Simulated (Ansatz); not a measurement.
Elastic constants of GaP: input and output

Method: DFT HSE06, scalar-relativistic, plane waves, PAW in Ansatz 0.2.0.

Launched with:
```bash
ansatz run input.yaml --threads 4 --pin off --max-ram 12288MiB --backend cpu --events-out ev --progress --plain --runs-dir out
```

Input (bare energies are in eV):
```yaml
crystal:
  lattice:
    - [0.0, 2.5607, 2.5607]
    - [2.5607, 0.0, 2.5607]
    - [2.5607, 2.5607, 0.0]
  atoms:
    - { symbol: Ga, position: [0.0, 0.0, 0.0] }
    - { symbol: P, position: [0.5, 0.5, 0.5] }
basis:
  ecutwfc: 420
kpoints:
  mp_grid: { grid: [10, 10, 10] }
hamiltonian:
  xc: hse06
scf:
  occupations: { method: fermi_dirac, width: 0.15 }
output:
  forces: true
  stress: true
  eigenvalues: true
elastic:
  mode: relaxed_ion
  amplitude: 0.005
```

From the output:
```
--- Elastic constants: 2 strain directions × 4 members + reference (group order 48) ---
  dense FFT box of the reference and of every strained cell: 25×25×25
  strains applied: 11, 23; error gains: componentwise 1.00 (the most a stress slope's error grows in a printed constant), spectral 1.73 (1 for all six strains in a standard setting)
  C = ∂σ_k/∂η_j (tension-positive GPa; Voigt order 11 22 33 23 13 12):
       194.101     52.140     52.140     -0.000     -0.000      0.000
        52.140    194.101     52.140      0.000      0.000      0.000
        52.140     52.140    194.101      0.000     -0.000     -0.000
         0.000      0.000      0.000     30.695     -0.000     -0.000
        -0.000      0.000     -0.000      0.000     30.695     -0.000
        -0.000      0.000     -0.000     -0.000     -0.000     30.695
  reference stress σ⁰ (GPa):      0.284      0.284      0.284     -0.000     -0.000      0.000
  C* (energy form; C + prestress term) asymmetry max|C*_kj − C*_jk| = 3.553e-14 GPa — a small one proves nothing (zero by symmetry where the batch's group is 432, −43m or m−3m); a large one is finite-difference/SCF noise where every solve ...
  moduli (Voigt/Reuss/Hill, GPa): K = 99.46/99.46/99.46   G = 46.81/39.71/43.26   E = 113.35   ν = 0.310
  mechanically stable: yes (min eigenvalue of sym C = 30.70 GPa)
  strain η (Voigt 11):  stress-route row diagonal C_11 = 194.10 GPa, energy-path curvature d²(F+E_count+ΔE)/dδ²/Ω₀ = 194.07 GPa
    cells at ±δ against ±2δ: C11 194.17 and 194.37 GPa, apart by 0.11 % of the column's largest entry
         δ    σ_11 (GPa) F (eV) n_scf n_hpsi n_pw
    -1.000e-2      -1.7917       -4539.6200165      32  120871    662   relax 0 steps, max|allowed force component| 2.17e-30 eV/Å
    -5.000e-3      -0.7198       -4539.6213304      32  122288    666   relax 0 steps, max|allowed force component| 1.97e-31 eV/Å
     5.000e-3       1.2219       -4539.6207573      32  120471    676   relax 0 steps, max|allowed force component| 2.47e-31 eV/Å
     1.000e-2       2.0958       -4539.6190131      33  124648    676   relax 0 steps, max|allowed force component| 2.56e-30 eV/Å
  strain η (Voigt 23):  stress-route row diagonal C_44 = 30.70 GPa, energy-path curvature d²(F+E_count+ΔE)/dδ²/Ω₀ = 30.56 GPa
    cells at ±δ against ±2δ: C44 30.79 and 31.07 GPa, apart by 0.93 % of the column's largest entry
         δ    σ_23 (GPa) F (eV) n_scf n_hpsi n_pw
    -1.000e-2      -0.3107       -4539.6212308      33  207416    670   relax 0 steps, max|allowed force component| 7.89e-31 eV/Å
    -5.000e-3      -0.1540       -4539.6214708      32  202542    670   relax 0 steps, max|allowed force component| 7.89e-30 eV/Å
     5.000e-3       0.1540       -4539.6214708      32  202384    670   relax 0 steps, max|allowed force component| 3.75e-30 eV/Å
     1.000e-2       0.3107       -4539.6212308      33  207433    670   relax 0 steps, max|allowed force component| 2.96e-31 eV/Å
```

The run took 5.4 min on 4 threads of Intel(R) Xeon(R) Platinum 8488C (Sapphire Rapids), with other jobs on the host, peak memory 4.5 GiB.

The cell is the ideal cubic rocksalt prototype; this isn't the usual structure of the compound. In a metal, frequencies and elastic constants depend on the k mesh and the smearing, soft modes and shear constants most.